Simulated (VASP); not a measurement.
# Si (P6_3/mmc) in VASP: further runs, part 2 of 2

VASP 6.6.1. The steps go on from the part before.

**3. Phonons, PBE+D3(BJ)**

Input file INCAR:

```
PREC = Accurate
ENCUT = 520
EDIFF = 1E-8
ISMEAR = -1
SIGMA = 0.15
LREAL = F
LASPH = T
NELM = 100
ALGO = Normal
ISIF = 2
LWAVE = F
LCHARG = F
GGA = PE
IVDW = 12
NBANDS = 11
IBRION = 6
NFREE = 2
POTIM = 0.015
NSW = 1
```

Input file KPOINTS:

```
Automatic mesh
0
Gamma
  18 18 10
```

Input file POSCAR:

```
Si
1.0
    2.6445271534      0.0000000000      0.0000000000
   -1.3222635767      2.2902276958      0.0000000000
    0.0000000000      0.0000000000      4.4834468009
Si
2
Direct
    0.3333333333      0.6666666667      0.2500000000
    0.6666666667      0.3333333333      0.7500000000
```

Potentials or basis: VASP PAW PBE potentials, release 64 (Si).

On the command line:

```
$ cat potpaw_PBE.64/Si/POTCAR > POTCAR
$ mpirun -np 1 vasp_std > vasp.out
```

OUTCAR:

```text
PREC = Accurate
   ENCUT = 520
   EDIFF = 1E-8
   ISMEAR = -1
   LREAL = F
   LASPH = T
   NELM = 100
   ISIF = 2
   GGA = PE
   IVDW = 12
   IBRION = 6
   NFREE = 2
   POTIM = 0.015
   NSW = 1
 IVDW          = 12

 ion  position               nearest neighbor table
   1  0.333  0.667  0.250-   2 2.71   2 2.71   2 2.71   2 2.71   2 2.71   2 2.71
   2  0.667  0.333  0.750-   1 2.71   1 2.71   1 2.71   1 2.71   1 2.71   1 2.71

  LATTYP: Found a hexagonal cell.
 ALAT       =     2.6445271534
 C/A-ratio  =     1.6953680340

  Lattice vectors:

 A1 = (   2.6445271534,   0.0000000000,   0.0000000000)
 A2 = (  -1.3222635767,   2.2902276958,   0.0000000000)
 A3 = (   0.0000000000,   0.0000000000,   4.4834468009)

Analysis of symmetry for initial positions (statically):
=====================================================================
 Subroutine PRICEL returns:
 Original cell was already a primitive cell.

 Routine SETGRP: Setting up the symmetry group for a
 hexagonal supercell.

 Subroutine GETGRP returns: Found 24 space group operations
 (whereof 12 operations were pure point group operations)
 out of a pool of 24 trial point group operations.

The static configuration has the point symmetry D_3d.
 The point group associated with its full space group is D_6h.

Analysis of symmetry for dynamics (positions and initial velocities):
=====================================================================
 Subroutine PRICEL returns:
 Original cell was already a primitive cell.

 Routine SETGRP: Setting up the symmetry group for a
 hexagonal supercell.

 Subroutine GETGRP returns: Found 24 space group operations
 (whereof 12 operations were pure point group operations)
 out of a pool of 24 trial point group operations.

The dynamic configuration has the point symmetry D_3d.
 The point group associated with its full space group is D_6h.

[... 315 lines left out ...]
  free energy    TOTEN  =        -9.83911002 eV

  energy without entropy =       -9.78191724  energy(sigma->0) =       -9.81051363

 E-fermi :  11.0204     XC(G=0): -11.4534

 val. band max:       11.0162695009   @ k =   0.3333   0.1111   0.2000
 cond. band min:      11.0319818919   @ k =   0.2778   0.1667   0.3000
 fundamental gap:      0.0157123910
 Fermi energy:        11.0203838930

 k-point     1 :       0.0000    0.0000    0.0000
  band No.  band energies     occupation
      1      -4.0291      2.00000
      2       2.6872      2.00000
      3       3.4961      2.00000
      4      20.3286      0.00000
      5      20.3286      0.00000
      6      21.5322      0.00000
      7      21.5322      0.00000
      8      22.0894      0.00000
      9      22.1058      0.00000
     10      24.7646      0.00000
     11      25.5426      0.00000
[... 309 lines left out ...]
 k-point    24 :       0.3889    0.1111    0.0000
  band No.  band energies     occupation
      1       1.6108      2.00000
      2       4.6208      2.00000
      3       8.2183      2.00000
      4       8.7679      2.00000
      5      11.0425      0.92640
      6      11.9920      0.00307
      7      12.0222      0.00251
      8      17.8537      0.00000
      9      19.4380      0.00000
     10      20.5630      0.00000
     11      25.9573      0.00000

 [... further k-points ...]

------------------------ aborting loop because EDIFF is reached ----------------------------------------

 Edisp (eV)   -0.91535

 E8    (eV) :    -0.3743
[... 25 lines left out ...]
  FREE ENERGIE OF THE ION-ELECTRON SYSTEM (eV)
  ---------------------------------------------------
  free  energy   TOTEN  =       -10.7544550566 eV

  energy  without entropy=      -10.6972622716  energy(sigma->0) =      -10.72585866

 INTERNAL STRAIN TENSORS FROM DISPLACED ATOMS
 ============================================

 INTERNAL STRAIN TENSOR FOR ION    1 for displacements in x,y,z  (eV/Angst):
          X           Y           Z          XY          YZ          ZX
  --------------------------------------------------------------------------------
  x     0.00000     0.00000     0.00000    -0.00625     0.00000     0.00000
  y    -0.00625     0.00625     0.00000     0.00000     0.00000     0.00000
  z    -0.00000     0.00000     0.00000     0.00000     0.00000     0.00000

 INTERNAL STRAIN TENSOR FOR ION    2 for displacements in x,y,z  (eV/Angst):
          X           Y           Z          XY          YZ          ZX
  --------------------------------------------------------------------------------
  x     0.00000     0.00000     0.00000     0.00625     0.00000     0.00000
  y     0.00625    -0.00625     0.00000     0.00000     0.00000     0.00000
  z     0.00000    -0.00000     0.00000    -0.00000     0.00000     0.00000

 Eigenvectors and eigenvalues of the dynamical matrix
 ----------------------------------------------------

   1 f  =    9.274374 THz    58.272609 2PiTHz  309.359812 cm-1    38.355711 meV
             X         Y         Z           dx          dy          dz
     -0.000000  1.526818  1.120862    -0.000000   -0.000000   -0.707107
      1.322264  0.763409  3.362585    -0.000000   -0.000000    0.707107
[... 21 lines left out ...]
   6 f/i=    2.814113 THz    17.681593 2PiTHz   93.868705 cm-1    11.638231 meV
             X         Y         Z           dx          dy          dz
     -0.000000  1.526818  1.120862     0.707107   -0.000001   -0.000000
      1.322264  0.763409  3.362585    -0.707107    0.000001   -0.000000

 ELASTIC MODULI CONTR FROM IONIC RELAXATION (kBar)
 Direction    XX          YY          ZZ          XY          YZ          ZX
 --------------------------------------------------------------------------------
 XX          -0.0000      0.0000      0.0000      0.0000      0.0000      0.0000
 YY           0.0000     -0.0000      0.0000     -0.0000      0.0000      0.0000
 ZZ           0.0000      0.0000      0.0000      0.0000      0.0000      0.0000
 XY           0.0000     -0.0000      0.0000     -0.0000      0.0000      0.0000
 YZ           0.0000      0.0000      0.0000      0.0000      0.0000      0.0000
 ZX           0.0000      0.0000      0.0000      0.0000      0.0000      0.0000
 --------------------------------------------------------------------------------
```

Wall time 4.2 min (1 thread of Intel Xeon Platinum 8488C (Sapphire Rapids), shared host); peak memory 0.48 GiB.

What came out:

- Highest phonon frequency at Γ: 309 cm⁻¹
- Most unstable mode: 94i cm⁻¹
- Dispersion energy per atom: -0.458 eV

Phonon frequencies in cm⁻¹ (negative: imaginary):
| q point | frequencies |
| --- | --- |
| (0.000, 0.000, 0.000) | -94 -94 0 0 0 309 |

Caveat: some modes are imaginary.
